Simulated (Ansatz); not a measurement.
Notes on BaTiO$_{3}$

```xyz
10
Lattice="8.0826 0.0000 0.0000 0.0113 4.0413 0.0000 0.0113 0.0113 4.0413" Properties=species:S:1:pos:R:3 pbc="T T T"
Ba    0.0000    0.0000    0.0000
Ba    4.0413    0.0000    0.0000
Ti    1.9832    1.9776    1.9721
Ti    6.0245    1.9776    1.9721
O     2.0735    2.0677    0.0788
O     6.1148    2.0677    0.0788
O     0.0904    2.0733    2.0675
O     4.1317    2.0733    2.0675
O     2.0735    0.0846    2.0675
O     6.1148    0.0846    2.0675
```

Level: PBE, with U_eff = 4.5 eV on Ti d (all-electron-ortho-atomic projectors), no spin polarisation; 420 eV; 3×6×6 Γ-centred mesh; fermi-dirac occupations (width 0.1 eV); Ansatz 0.2.0, fixed geometry.

**Question.** Describe some of the short contacts.

**Answer.** Ti–O at 1.90 Å: least valence density 0.83 e/Å³ and ELF 0.24 there. Ba–O at 2.80 Å: least valence density 0.18 e/Å³ and ELF 0.10 there, a closed-shell (ionic or weak) contact. These are pseudo-fields; inside the PAW spheres they differ from the all-electron ones.

**Question.** What is the band gap?

**Answer.** The gap is 2.76 eV, indirect (the least direct gap found is 2.94 eV).

**Question.** Which orbitals make up the band edges?

**Answer.** Within 0.7 eV of the edges, the states project mainly on O p (95 %) below the gap and on Ti d (87 %) above it.

**Question.** Which element gives electrons and which takes them?

**Answer.** Bader charges in e: Ba +1.53, Ti +2.34, O -1.29. In the mean Ti gives up most and O takes most.

Origin: a database entry at a rescaled volume.
